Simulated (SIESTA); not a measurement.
The system is Fe.

```
Fe
1.0
    -1.44300    1.44300    1.44300
     1.44300   -1.44300    1.44300
     1.44300    1.44300   -1.44300
Fe
1
Direct
  0.00000 0.00000 0.00000
```

- Program: SIESTA 5.4.2
- Task: single point
- Functional: PBE
- Potentials or basis: PseudoDojo 0.4 standard (PBE files)
- Basis: DZP (energy shift 0.003 Ry; two zetas on semicore shells)
- Grid cutoff: 800 Ry
- Energy shift: 0.003 Ry
- k mesh: 13 × 13 × 13
- Occupations: fermi-dirac, width 0.05 eV
- Spin: collinear spin, ferromagnetic start
- Starting moments: [3.0] μB

On this cell: pressure -6.8 GPa; net moment 2.44 μB per cell; site moments Fe +2.44 μB; band gap on the k mesh none (metal or under the smearing width).

The same run follows on a disturbed copy (cell strained at random at fixed volume):

```
Fe
1.0
    -1.48153    1.43424    1.45901
     1.46753   -1.43096    1.44173
     1.45354    1.40297   -1.45574
Fe
1
Cartesian
  -0.0126 -0.0290 -0.0073
```

Question: What does the disturbed cell give?

Answer: The energy (extrapolated to zero smearing) moves by +2.2 meV/atom; pressure -6.5 GPa; net moment 2.45 μB per cell; site moments Fe +2.45 μB; band gap on the k mesh none (metal or under the smearing width).

Stress tensor (GPa, compression positive):
```
-7.79  0.98  0.77
 0.98 -5.15 -0.04
 0.77 -0.04 -6.71
```

Caveats: short orbitals over semicore shells can move pressures by several GPa; the basis of atomic orbitals isn't converged, which shifts pressures, moduli and gaps.
